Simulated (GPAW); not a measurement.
# PbS (Galena) (Fm-3m) in GPAW: a series of runs

Runs on PbS (Galena). Level: PBE. Tasks: dielectric tensor.

Program: GPAW 26.7.0. These are calculated values, not measurements. Logs are shortened: lines on timing, memory, paths and dates and some standing lists are left out, and cuts for length are marked. The log counts tension as positive stress, the text compression.

**Measured values to compare with.**

From a printed reference work, monograph, for a bulk crystal of PbS at 300 K: high-frequency dielectric constant 17.2.

The results are compared with them further down.

## (1) The structure

It takes space group Fm-3m (No. 225, cubic). The conventional cell has a = 5.892 Å, b = 5.892 Å, c = 5.892 Å, α = 90.00°, β = 90.00°, γ = 90.00°. Pb (site symmetry m-3m) has 6 S at 2.95 Å as nearest neighbours. Around S (site symmetry m-3m) lie 6 Pb at 2.95 Å.

## (2) Dielectric tensor, PBE

The input, run.py:

```python
import numpy as np
from ase import Atoms
from ase.dft.bandgap import bandgap
from ase.io import write
from gpaw import GPAW, PW
from gpaw.response.df import DielectricFunction

atoms = Atoms(['Pb', 'S'],
              cell=[[0.0, 2.9458450378, 2.9458450378],
                    [2.9458450378, 0.0, 2.9458450378],
                    [2.9458450378, 2.9458450378, 0.0]],
              scaled_positions=[[0.0, 0.0, 0.0],
                                [0.5, 0.5, 0.5]],
              pbc=True)

calc = GPAW(mode=PW(500),
            xc='PBE',
            kpts={'size': (6, 6, 6), 'gamma': True},
            occupations={'name': 'fermi-dirac', 'width': 0.001},
            nbands=19,
            convergence={'density': 1e-06},
            maxiter=150,
            txt='gpaw.txt')
atoms.calc = calc
energy = atoms.get_potential_energy()
calc.write('gs.gpw')
write('result.traj', atoms)
print(f'Energy: {energy:.6f} eV')
print('Fermi level:', round(calc.get_fermi_level(), 4), 'eV')
print(f'Gap: {bandgap(calc)[0]:.4f} eV, direct: {bandgap(calc, direct=True)[0]:.4f} eV')

for size in [(20, 20, 20)]:
    name = 'x'.join(str(n) for n in size)
    dense = calc.fixed_density(kpts={'size': size, 'gamma': True},
                               nbands=36, convergence={'bands': 30, 'eigenstates': 1e-7},
                               update_fermi_level=True, txt=f'dense-{name}.txt')
    dense.write(f'{name}.gpw', mode='all')
    df = DielectricFunction(f'{name}.gpw', frequencies=np.array([0.0]), hilbert=False, eta=0.001,
                            ecut=80, nbands=30, intraband=False, txt=f'df-{name}.txt')
    for xc in ['RPA']:
        for direction in ['x', 'y', 'z', [0, 1, 1], [1, 0, 1], [1, 1, 0]]:
            e0, e = df.get_macroscopic_dielectric_constant(xc=xc, direction=direction)
            print(f'{name} {xc} {direction}: {e0:.4f} without, {e:.4f} with local fields')
```

Potentials or basis: GPAW PAW data sets (gpaw-data 1.2.1), pw.

Run with:

```
OMP_NUM_THREADS=1 python run.py
```

gpaw.txt:

```text
__  _  _
 | _ |_)|_||  |
 |__||  | ||/\| - 26.7.0

Input parameters:
  mode=PW(ecut=500.0),
  convergence={'density': 1e-06},
  kpts=MonkhorstPack(size=(6, 6, 6), gamma=True),
  maxiter=150,
  nbands=19,
  occupations=Occupations(name='fermi-dirac', width=0.001),
  xc=XC(name='PBE')

Diagonalizing LCAO Hamiltonian
Converting LCAO to pw mode

                S

       Pb

Atoms  # Å, Bohr magnetons
|   | symbol |        x |        y |        z |    initial magnetic moments |
|---|--------|----------|----------|----------|-----------------------------|
| 0 |     Pb | 0.000000 | 0.000000 | 0.000000 | ( 0.0000,  0.0000,  0.0000) |
| 1 |      S | 2.945845 | 2.945845 | 2.945845 | ( 0.0000,  0.0000,  0.0000) |

Unit cell  # Å
| periodic |        x |        y |        z |  lengths |    angles |
|----------|----------|----------|----------|----------|-----------|
|      yes | 0.000000 | 2.945845 | 2.945845 | 4.166054 | 60.000000 |
|      yes | 2.945845 | 0.000000 | 2.945845 | 4.166054 | 60.000000 |
|      yes | 2.945845 | 2.945845 | 0.000000 | 4.166054 | 60.000000 |

Number of symmetries: 48
Symmetry operations  # r_c * U_cc + t_c -> r_c
|    | kind |            matrix            |
|----|------|------------------------------|
|  0 |  σ   |  1, 0, 0,  1, 0,-1,  1,-1, 0 |
|  1 |  C2  |  1, 0, 0,  1,-1, 0,  1, 0,-1 |
|  2 |  E   |  1, 0, 0,  0, 1, 0,  0, 0, 1 |
|  3 |  σ   |  1, 0, 0,  0, 0, 1,  0, 1, 0 |
|  4 |  C4  |  1, 0,-1,  1, 0, 0,  1,-1, 0 |
|  5 |  S6  |  1, 0,-1,  1,-1, 0,  1, 0, 0 |
|  6 |  σ   |  1, 0,-1,  0, 1,-1,  0, 0,-1 |
|  7 |  C3  |  1, 0,-1,  0, 0,-1,  0, 1,-1 |
|  8 |  S6  |  1,-1, 0,  1, 0, 0,  1, 0,-1 |
|  9 |  C4  |  1,-1, 0,  1, 0,-1,  1, 0, 0 |
| 10 |  C3  |  1,-1, 0,  0,-1, 1,  0,-1, 0 |
| 11 |  σ   |  1,-1, 0,  0,-1, 0,  0,-1, 1 |
| 12 |  σ   |  0, 1, 0,  1, 0, 0,  0, 0, 1 |
| 13 |  C4  |  0, 1, 0,  0, 1,-1, -1, 1, 0 |
| 14 |  C3  |  0, 1, 0,  0, 0, 1,  1, 0, 0 |
| 15 |  S6  |  0, 1, 0, -1, 1, 0,  0, 1,-1 |
| 16 |  C2  |  0, 1,-1,  1, 0,-1,  0, 0,-1 |
| 17 |  σ   |  0, 1,-1,  0, 1, 0, -1, 1, 0 |
| 18 |  S4  |  0, 1,-1,  0, 0,-1,  1, 0,-1 |
| 19 |  C4  |  0, 1,-1, -1, 1, 0,  0, 1, 0 |
| 20 |  C3  |  0, 0, 1,  1, 0, 0,  0, 1, 0 |
| 21 |  σ   |  0, 0, 1,  0, 1, 0,  1, 0, 0 |
| 22 |  S6  |  0, 0, 1,  0,-1, 1, -1, 0, 1 |
| 23 |  C4  |  0, 0, 1, -1, 0, 1,  0,-1, 1 |
| 24 |  S4  |  0, 0,-1,  1, 0,-1,  0, 1,-1 |
| 25 |  C3  |  0, 0,-1,  0, 1,-1,  1, 0,-1 |
| 26 |  C2  |  0, 0,-1,  0,-1, 0, -1, 0, 0 |
| 27 |  S6  |  0, 0,-1, -1, 0, 0,  0,-1, 0 |
| 28 |  S4  |  0,-1, 1,  1,-1, 0,  0,-1, 0 |
| 29 |  C4  |  0,-1, 1,  0, 0, 1, -1, 0, 1 |
| 30 |  C2  |  0,-1, 1,  0,-1, 0,  1,-1, 0 |
| 31 |  σ   |  0,-1, 1, -1, 0, 1,  0, 0, 1 |
| 32 |  C3  |  0,-1, 0,  1,-1, 0,  0,-1, 1 |
| 33 |  S6  |  0,-1, 0,  0, 0,-1, -1, 0, 0 |
| 34 |  S4  |  0,-1, 0,  0,-1, 1,  1,-1, 0 |
| 35 |  C2  |  0,-1, 0, -1, 0, 0,  0, 0,-1 |
| 36 |  C2  | -1, 1, 0,  0, 1, 0,  0, 1,-1 |
| 37 |  S6  | -1, 1, 0,  0, 1,-1,  0, 1, 0 |
| 38 |  S4  | -1, 1, 0, -1, 0, 1, -1, 0, 0 |
| 39 |  C3  | -1, 1, 0, -1, 0, 0, -1, 0, 1 |
| 40 |  S6  | -1, 0, 1,  0, 0, 1,  0,-1, 1 |
| 41 |  C2  | -1, 0, 1,  0,-1, 1,  0, 0, 1 |
| 42 |  C3  | -1, 0, 1, -1, 1, 0, -1, 0, 0 |
| 43 |  S4  | -1, 0, 1, -1, 0, 0, -1, 1, 0 |
| 44 |  C2  | -1, 0, 0,  0, 0,-1,  0,-1, 0 |
| 45 |  i   | -1, 0, 0,  0,-1, 0,  0, 0,-1 |
| 46 |  σ   | -1, 0, 0, -1, 1, 0, -1, 0, 1 |
| 47 |  C2  | -1, 0, 0, -1, 0, 1, -1, 1, 0 |

BZ-sampling:
  Number of BZ points: 216
  Number of IBZ points: 16

  Monkhorst-Pack size: [6, 6, 6]
  Monkhorst-Pack shift: [0.08333333333333333, 0.08333333333333333, 0.08333333333333333]

K-points  # in reciprocal-cell coordinates
|     |                                coordinates |     weight |
|-----|--------------------------------------------|------------|
|   0 | (  0.00000000,   0.00000000,   0.00000000) | 0.00462963 |
|   1 | (  0.16666667,   0.16666667,   0.00000000) | 0.02777778 |
|   2 | (  0.16666667,   0.16666667,   0.16666667) | 0.03703704 |
|   3 | (  0.33333333,   0.16666667,   0.16666667) | 0.05555556 |
|   4 | (  0.33333333,   0.33333333,  -0.33333333) | 0.05555556 |
|   5 | (  0.33333333,   0.33333333,   0.00000000) | 0.02777778 |
|   6 | (  0.33333333,   0.33333333,   0.16666667) | 0.11111111 |
|   7 | (  0.33333333,   0.33333333,   0.33333333) | 0.03703704 |
|   8 | (  0.50000000,   0.33333333,  -0.33333333) | 0.11111111 |
|   9 | (  0.50000000,   0.33333333,  -0.16666667) | 0.05555556 |
| ... |                                            |            |
|  15 | (  0.50000000,   0.50000000,   0.50000000) | 0.01851852 |

Plane wave coefficients: 1313
Cutoff: 500.0 eV

Spin-components: 1 (collinear spins)
Bands:           19
Projectors:      11
Spin-degeneracy: 2
Datatype:        complex128

Parallelization:
  kpt:    1
  domain: 1
  band:   1

Density:
  Valence electrons: 20.0
  Components: 1
  Grid points: [24 24 24]
  Charge: 0.0  # |e|

Potential:
  Grid points: [24 24 24]

species:
  Pb:
    name:    Lead
    Z:       82.0
    valence: 14
    core:    68
    charge:  0.0  # [|e|]
    compensation charges:
      type: gauss
      rc: 0.38  # [Å]
      lmax: 2
    cutoffs:
      filter: 2.36  # [Å]
      core: 2.43  # [Å]
    projectors
    | kind |    occ | energy [eV] | rcut [Å] |
    |------|--------|-------------|----------|
    |   6s |  2.000 |     -11.969 |    1.259 |
    |   6p |  2.000 |      -3.506 |    1.275 |
    |   5d | 10.000 |     -21.211 |    1.217 |
    |    s |        |      15.243 |    1.259 |
    |    p |        |      23.705 |    1.275 |
    |    d |        |       6.001 |    1.217 |

    Using partial waves for Pb as LCAO basis

  S:
    name:    Sulfur
    Z:       16.0
    valence: 6
    core:    10
    charge:  0.0  # [|e|]
    compensation charges:
      type: gauss
      rc: 0.24  # [Å]
      lmax: 2
    cutoffs:
      filter: 1.77  # [Å]
      core: 1.66  # [Å]
    projectors
    | kind |    occ | energy [eV] | rcut [Å] |
    |------|--------|-------------|----------|
    |   3s |  2.000 |     -17.254 |    0.974 |
    |   3p |  4.000 |      -7.008 |    0.979 |
    |    s |        |       9.957 |    0.974 |
    |    p |        |      20.203 |    0.979 |
    |    d |        |       0.000 |    0.900 |

    Using partial waves for S as LCAO basis

Reference energy: -578132.083262  # eV

eigensolver:
  PPCG
  Converge bands: occupied
  niter=2

density mixing:
  MSR1-Mixer
  Pratt-step length: 0.05
  Maximum mixing coefficient: 0.75
  Old densities: 10
  SVD Regularization: 0.005
  Good broyden scale: 1.0
  Trust region scale: 1.0
  Backstep threshold: 4.0
  History deletion threshold: 6.0
  Fourier metric: weight=20.0, sigma=0.015

occupation numbers:
  Fermi-Dirac:
    width: 0.0010  # eV

poisson solver:
  ecut: 4000.0  # eV

xc functional:
  name: PBE with 2 nearest neighbor stencil

convergence criteria:
- Maximum integral of absolute [dens]ity change: 1e-06 electrons / valence electron
- Maximum [total energy] change in last 3 cyles: 0.0005 eV / valence electron
- Maximum integral of absolute [eigenst]ate change: 4e-08 eV^2 / valence electron
maximum number of iterations: 150

SCF iterations
|iter     | |      energy | eigst |  dens |
|---------|-|-------------|-------|-------|
|iter:   1| |   -9.363043 | -0.17 |       |
|iter:   2| |   -9.260011 | -1.96 | -1.17 |
|iter:   3| |   -8.945666 | -1.65 | -1.22 |
|iter:   4| |   -8.947715 | -3.76 | -1.82 |
|iter:   5| |   -8.948738c| -4.25 | -2.18 |
|iter:   6| |   -8.948773c| -5.60 | -3.17 |
|iter:   7| |   -8.948778c| -6.66 | -3.65 |
|iter:   8| |   -8.948778c| -7.66c| -4.45 |
|iter:   9| |   -8.948778c| -7.71c| -5.19 |
|iter:  10| |   -8.948778c| -8.70c| -5.61 |
|iter:  11| |   -8.948778c| -9.08c| -6.55c|

Converged in 11 steps
Energy contributions relative to reference atoms: (reference = -578132.083262)

Energy contributions:
  Kinetic:          20.171138
  Coulomb:         -20.202662
  Zero:              0.022318
  External:          0.000000
  Xc:               -8.939572
  Entropy:          -0.000000
  Spinorbit:         0.000000
  ----------------------------
  Free energy:      -8.948778
  Extrapolated:     -8.948778

dipole moment: (-24.911390, -24.911390, -24.911390)  # |e|*Ang

Fermi level: 6.617
Eigenvalues  # (at kpt = [0.000, 0.000, 0.000])
| band index |      eig [eV] | occ [0-2] |
|------------|---------------|-----------|
|          0 |       -10.336 |     2.000 |
|        ... |               |           |
|          2 |       -10.336 |     2.000 |
|          3 |       -10.327 |     2.000 |
|          4 |       -10.327 |     2.000 |
|          5 |        -7.267 |     2.000 |
|          6 |         0.573 |     2.000 |
|          7 |         4.223 |     2.000 |
[... 9 lines left out ...]
|         17 |        15.549 |     0.000 |
|         18 |        15.550 |     0.000 |

Gap: 0.232 eV
Transition (v -> c):
  (s=0, k=15, n=9, [0.50, 0.50, 0.50]) -> (s=0, k=15, n=10, [0.50, 0.50, 0.50])
No difference between direct/indirect transitions
# Writing to gs.gpw (mode='')
```

Run time: 5.6 min. Hardware: 1 thread of Arm Neoverse V1, shared host; peak memory 0.57 GiB.

What came out:

```yaml
Free_energy: -8.9488 eV
Band_gap_on_the_k_mesh: 0.23 eV, direct
Electronic_dielectric_tensor_diagonal: 19.24
```

Electronic dielectric tensor:
```
19.24  0.00  0.00
 0.00 19.24  0.00
 0.00  0.00 19.24
```

Caveat: the gap is small at this level, which inflates the dielectric constant; the long-wavelength limit can be off by a per cent or two; spin-orbit coupling is left out, which as a rule narrows the gap of such compounds by several tenths of an eV.

[end of part 1 of 2]
